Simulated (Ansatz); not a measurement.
# SiC (Moissanite) (P6_3mc) in Ansatz: convergence with ecutfock ratio

Aim: find how far ecutfock ratio must go before the results for SiC (Moissanite) settle, at HSE06. This setting moves, with any that are tied to it; all else stays.

Everything below comes from runs of Ansatz 0.2.0. Logs are shortened: lines on timing, memory, paths and dates and some standing lists are left out, and cuts for length are marked.

## Step 1: The crystal as given

The structure is hexagonal, space group P6_3mc (No. 186). Conventional cell: a = 3.076 Å, b = 3.076 Å, c = 5.048 Å, α = 90.00°, β = 90.00°, γ = 120.00°. Si (site symmetry 3m) has 4 C at 1.87 to 1.94 Å as nearest neighbours. C (site symmetry 3m) has 4 Si at 1.87 to 1.94 Å as nearest neighbours.

## Step 2: With ecutfock ratio 1

The input, input.yaml:

```yaml
crystal:
  lattice:
    - [3.076, 0.0, 0.0]
    - [-1.538, 2.663894142, 0.0]
    - [0.0, 0.0, 5.048]
  atoms:
    - { symbol: Si, position: [0.6666666667, 0.3333333333, 0.5] }
    - { symbol: Si, position: [0.3333333333, 0.6666666667, 0.0] }
    - { symbol: C, position: [0.6666666667, 0.3333333333, 0.885] }
    - { symbol: C, position: [0.3333333333, 0.6666666667, 0.385] }
hamiltonian:
  xc: hse06
  pseudopotentials: { kind: paw }
kpoints:
  mp_grid: { grid: [5, 5, 3] }
scf:
  occupations: { method: methfessel_paxton, width: 0.05 }
  exx: { ecutfock_ratio: 1 }
output:
  forces: true
  stress: true
  eigenvalues: true
```

Potentials or basis: Ansatz PAW.

Started as:

```bash
$ ansatz run input.yaml --threads 2 --pin off --max-ram 5632MiB --backend cpu --events-out ev --progress --plain --runs-dir out
```

Standard output:

```text
Warning: output.stress: scf.convergence.dr2_threshold = 1e-7 eV (the SCF's general default) is looser than the 4e-10 eV advised for a printed stress (1e-10 eV for each atom of the cell: 4). What an SCF threshold leaves in a stress goes as its square root, and in the free energy as the threshold itself, and one threshold admits the most on a small cell: of the crystals measured, under no hybrid functional and no lock of the moments, on runs that ended without the residual-converged pass, on stresses that held no estimate of that error, the worst erred by over 100 MPa in a component at 1e-7 eV an atom and by under 5 at 1e-10. Set scf.convergence.dr2_threshold to 4e-10 eV or tighter. The threshold is an SCF's pass mark: one that does not reach it within its budget of iterations ends unconverged, or closes short of it on a stop that the run arms, and scf.convergence.dr2_threshold's page says what that costs each kind of run
Warning: output.stress: scf.exx.energy_threshold = 1e-6 eV is looser than the 4e-8 eV advised for a stress under a hybrid functional (1e-8 eV for each atom of the cell: 4). Every SCF of the exchange loop can meet its threshold on dr2 while the loop round them stops early: no threshold on dr2 bounds what that leaves in the stress. Set scf.exx.energy_threshold to 4e-8 eV or tighter. The threshold is the loop's pass mark: a loop that does not reach it within its budget of cycles ends unconverged, and scf.exx.energy_threshold's page has the law
settings of this run that can trade accuracy for cost: scf.exx.ecutfock_ratio: 1 (norm-conserving) | under the files' recommended ratio and basis.ecutrho_ratio (paw). Do not mix this run's numbers with those of runs without the same settings; the input reference describes each key
Warning: RAYON_NUM_THREADS=2 ignored (pool sized by the plan → 2); use --threads N
Engine: ansatz 0.2.0, x86_64-unknown-linux-gnu
Pseudopotentials: kind: paw
Pseudopotential: Si, paw, valence charge 4, recommended cutoff 420 eV (normal), Si.paw.azcp
Pseudopotential: C, paw, valence charge 4, recommended cutoff 420 eV (normal), C.paw.azcp
Functional definition: HSE06
  parameter a = 0.25
  parameter omega = 0.11/bohr
  exchange = pbe_x - a*pbe_x_sr(omega) + a*exact_x_sr(omega)
  correlation = pbe_c
Crystal: 4 atoms, lattice volume = 41.364 Å³
Basis set: ecut = 420 eV, 785 PW (Γ), exchange–correlation on 48×48×72 points (8 copies of the dense FFT grid, shifted against one another)
Bands: 12, of which v1, the nominal top of the filled ones, is band 8 counted from 1 (7 counted from 0)
Symmetry: 12 space group operations
Space group: P63mc (ITA 186), of the structure as read, at distance tolerance 3.5e-5 Å
k-points: 10 of 75 (time reversal used)
Non-local potential: Si, projectors of the file, l = 0: 2, l = 1: 2, l = 2: 2
Non-local potential: C, projectors of the file, l = 0: 2, l = 1: 2, l = 2: 1
PAW form: soft (Blöchl's): semilocal exchange-correlation on the pseudo side does not see the compensation charge
PAW frozen core: Si, regenerated for the run's functional, and the local potential with it (the file was generated under x = pbe(κ = 0.804, μ = 0.2195149727645171), c = pbe(β = 0.06672455060314922))
PAW frozen core: C, regenerated for the run's functional, and the local potential with it (the file was generated under x = pbe(κ = 0.804, μ = 0.2195149727645171), c = pbe(β = 0.06672455060314922))
PAW one-centre angular grid: Si, 110 points (default); XC on 64 Gauss nodes
PAW one-centre angular grid: C, 110 points (default); XC on 64 Gauss nodes
Initial density: superposition of atomic densities (neutral atoms: chi_scale 0, normalization atom), corrected by the library's trained network
Initial wavefunctions: pseudopotential atomic-orbital guess
Functional: x = pbe(κ = 0.804, μ = 0.2195149727645171), c = pbe(β = 0.06672455060314922), warm-up for x = pbe(κ = 0.804, μ = 0.2195149727645171) + 0.25 (exact − pbe) at short range (hse, ω = 0.20786987370883472 Å⁻¹), c = pbe(β = 0.06672455060314922); HSE06 as pw.x's `hse` composes it (authors' and Libxc's form: `xc: wpbeh`)
SCF iter   1: F=—  HF=-1774.216719 eV  |F-HF|=—  |Δ(HF+E_count)|=         —  Δρ=1.61e-3  dr2=8.03e-4  ethr=1.77e-3  ⟨swp⟩=9.0  Hψ=651  notcnv=0
preconditioner: auto → none  [insulator: Δε(μ)=2.794 eV  Ē_g=11.919 eV  σ=0.050 eV  W_gap=1.00  n_scr=2 (ndim 8)  ℏωp=23.1 eV  f_vac=0.000  D(μ)=0.00/eV (n_scr^D=0)]
iter 2 solved again at ethr=4.42e-7 eV; its pass at ethr=5.02e-6 eV (dr2=7.07e-5 eV) is discarded
SCF iter   2: F=-1774.217049 eV  HF=-1774.216964 eV  |F-HF|=8.50e-5  |Δ(HF+E_count)|=   2.44e-4  S|Δr|=    0.00e0  Δρ=6.51e-4  dr2=7.20e-5  ethr=4.42e-7  ⟨swp⟩=2.0  Hψ=536  notcnv=0
[... 23 lines left out ...]
SCF iter   3: F=-1775.499428 eV  HF=-1775.499428 eV  |F-HF|=1.20e-9  |Δ(HF+E_count)|=   3.64e-9  S|Δr|=    0.00e0  Δρ=3.91e-6  dr2=1.53e-9  ethr=3.98e-11  ⟨swp⟩=3.1  Hψ=241  notcnv=0  defer=4
SCF 3 converged in 3 iterations: F = -1775.499428 eV  dr2 = 1.53e-9
  Residual-converged pass: ⟨swp⟩=3.1  Hψ=278  notcnv=0  max |occ|·‖R‖ = 6.0e-7 eV (tolerance 6.3e-7 eV)  dr2=1.52e-9  dr2_onsite=1.24e-10  max |Δocc| = 0.0e0
hybrid outer 2: dexx = +4.425e-8 eV, tail = 4.30e-9 eV, Δε = 6.84e-4 eV (about 2.36e-5 eV left of the loop's levels), ΔF = 6.60e-4 eV/Å (tail 1.49e-4)
hybrid SCF converged: 2 outer / 9 inner (+2 warm-up), last move |dexx| = 4.42e-8 eV, tail = 4.30e-9 eV
Stability not checked: this state was not tested for a lower state beside it, because the functional holds exact exchange (a hybrid, or Hartree-Fock), whose exchange loop this test does not read (fock_operator; see scf.lower_state_search)
Free energy (F): -1775.499428 eV
Frozen-core exchange: fock
Harris-Foulkes:  -1775.499428 eV  (|F-HF|=1.20e-9)
Internal energy: -1775.499428 eV  (E = F + TS)
E sigma→0 (E₀):  -1775.499428 eV
Fermi energy:    11.111316 eV
Step filling:    the computed levels leave a gap of 3.7579 eV = 75.2 smearing widths at the electron count; against every level under it full and every level over it empty, smearing changes F+E_penalty+E_count by +0.00e0 meV and its σ→0 estimate by +0.00e0 meV
--- Per-component energies (eV) ---
  E_band       = 38.486879
  E_kinetic    = 271.922643
  E_local      = -209.017767  (includes V_loc(G=0)·N_el)
  E_nonlocal   = 101.055032
  E_hartree    = 65.492422
  E_xc         = -171.541599
  E_vxc        = -176.831099  (∫ρ·V_xc dr)
  E_exx        = -30.440659  (= α·E_x^exact, valence–valence)
  E_paw        = -1234.245974  (= ΣΔE_a)
  E_vpaw       = -18.745338  (= ΣTr[D̂ρ^β])
  E_aug_tail   = 0.000027  (compensation charges beyond the density's cutoff)
  E_ewald      = -568.570884
  E_core_change = -0.152669  (= ΣΔE_core)
  E_smearing   = -0.000000  (= −TS)
  E_closure    = -0.000001  (closes the sum)
  Σ components = -1775.499428   (vs F -1775.499428, Δ=0.00e0)
--- Forces (eV/Å), atoms counted from 1 ---
  atom   1  Si     0.00000000     0.00000000     0.76059781
  atom   2  Si     0.00000000    -0.00000000     0.76059781
  atom   3  C      0.00000000     0.00000000    -0.76061761
  atom   4  C     -0.00000000    -0.00000000    -0.76061761
  max |Σ_I F_I| component: 3.96e-5 eV/Å
--- Stress (GPa, compression-positive) ---
        0.722348       0.000000       0.000000
        0.000000       0.722348       0.000000
        0.000000       0.000000      -4.343883
  P = ⅓ Tr σ = -0.9664 GPa (-9.664 kbar)
--- Band table (eV; the first three rows and the last of 10) ---
  k-point 0: bands = ["-8.1162", "-4.3397", "-0.3082", "7.4910", "7.4910", "8.9088", "8.9088", "9.2330", "14.9920", "16.4795", "16.9334", "16.9334"]
  k-point 1: bands = ["-7.5342", "-5.8962", "2.2391", "6.5139", "7.8042", "7.8042", "8.5086", "8.5086", "15.5139", "16.9288", "17.1874", "17.1874"]
  k-point 2: bands = ["-7.3689", "-3.7152", "0.3829", "4.4489", "6.5257", "6.6134", "8.4423", "8.6326", "14.6683", "16.8241", "17.3248", "18.0645"]
  k-point 9: bands = ["-3.6175", "-2.9338", "0.2183", "0.9443", "3.2970", "4.6335", "6.1106", "7.1087", "14.1016", "15.8835", "16.3939", "16.7764"]
settings of this run that can trade accuracy for cost: scf.exx.ecutfock_ratio: 1 (norm-conserving) | under the files' recommended ratio and basis.ecutrho_ratio (paw). Do not mix this run's numbers with those of runs without the same settings; the input reference describes each key
```

It took 24 s on 2 threads of Intel Xeon at 2.50GHz (Skylake/Cascade Lake), shared host; peak memory 0.52 GiB.

What came out:

| Quantity | Value |
| --- | --- |
| Free energy | -1775.4994 eV |
| Pressure | -1.0 GPa |
| Largest force | 0.761 eV/Å |
| Band gap on the k mesh | 3.76 eV, indirect (least direct gap 5.30 eV) |

## Step 3: With ecutfock ratio 2

Edit input.yaml of step 2 so:

```diff
@@ -17,3 +17,3 @@
   occupations: { method: methfessel_paxton, width: 0.05 }
-  exx: { ecutfock_ratio: 1 }
+  exx: { ecutfock_ratio: 2 }
 output:
```

Potentials or basis: Ansatz PAW.

Started as:

```bash
$ ansatz run input.yaml --threads 2 --pin off --max-ram 5632MiB --backend cpu --events-out ev --progress --plain --runs-dir out
```

Run time: 33 s. Hardware: 2 threads of Intel Xeon at 2.50GHz (Skylake/Cascade Lake), shared host; peak memory 0.58 GiB.

Results:

```yaml
Free_energy: -1775.5023 eV
Pressure: -1.0 GPa
Largest_force: 0.761 eV/Å
Band_gap_on_the_k_mesh: 3.76 eV, indirect (least direct gap 5.30 eV)
```

## Step 4: With ecutfock ratio 3

Edit input.yaml of step 3 so:

```diff
@@ -17,3 +17,3 @@
   occupations: { method: methfessel_paxton, width: 0.05 }
-  exx: { ecutfock_ratio: 2 }
+  exx: { ecutfock_ratio: 3 }
 output:
```

Started as:

```bash
$ ansatz run input.yaml --threads 2 --pin off --max-ram 5632MiB --backend cpu --events-out ev --progress --plain --runs-dir out
```

Run time: 32 s. Hardware: 2 threads of Intel Xeon at 2.50GHz (Skylake/Cascade Lake), shared host; peak memory 0.62 GiB.

The run converged. Its results:

| Quantity | Value |
| --- | --- |
| Free energy | -1775.5023 eV |
| Pressure | -1.0 GPa |
| Largest force | 0.761 eV/Å |
| Band gap on the k mesh | 3.76 eV, indirect (least direct gap 5.30 eV) |

## Step 5: With ecutfock ratio 4

Edit input.yaml of step 4 so:

```diff
@@ -17,3 +17,3 @@
   occupations: { method: methfessel_paxton, width: 0.05 }
-  exx: { ecutfock_ratio: 3 }
+  exx: { ecutfock_ratio: 4 }
 output:
```

Started as:

```bash
$ ansatz run input.yaml --threads 2 --pin off --max-ram 5632MiB --backend cpu --events-out ev --progress --plain --runs-dir out
```

Run time: 38 s. Hardware: 2 threads of Intel Xeon at 2.50GHz (Skylake/Cascade Lake), shared host; peak memory 0.63 GiB.

It converged, with:

```
Free energy            : -1775.5023 eV
Pressure               : -1.0 GPa
Largest force          : 0.761 eV/Å
Band gap on the k mesh : 3.76 eV, indirect (least direct gap 5.30 eV)
```

## Step 6: Summary

| ecutfock ratio | energy less the tightest run, at zero smearing (meV/atom) | SCF cycles | CPU time (s) | peak memory (GiB) |
| --- | --- | --- | --- | --- |
| 1 | 0.72 | 11 | 30 | 0.52 |
| 2 | 0.01 | 11 | 35 | 0.58 |
| 3 | 0.00 | 11 | 39 | 0.62 |
| 4 | 0.00 | 11 | 38 | 0.63 |

Against the tightest run, the energy stays within 1 meV/atom from 1 on. The tightest run that finished is the yardstick and may itself not be fully converged.

Caveats: all runs use coarse meshes; odd divisions of the mesh miss points on the zone boundary, where band edges often lie, so the gap on the mesh can be too wide; the PAW data sets come from PBE, with cores solved anew for the run's functional, which leaves a small shift of forces and pressure; the thresholds are loose for stress.
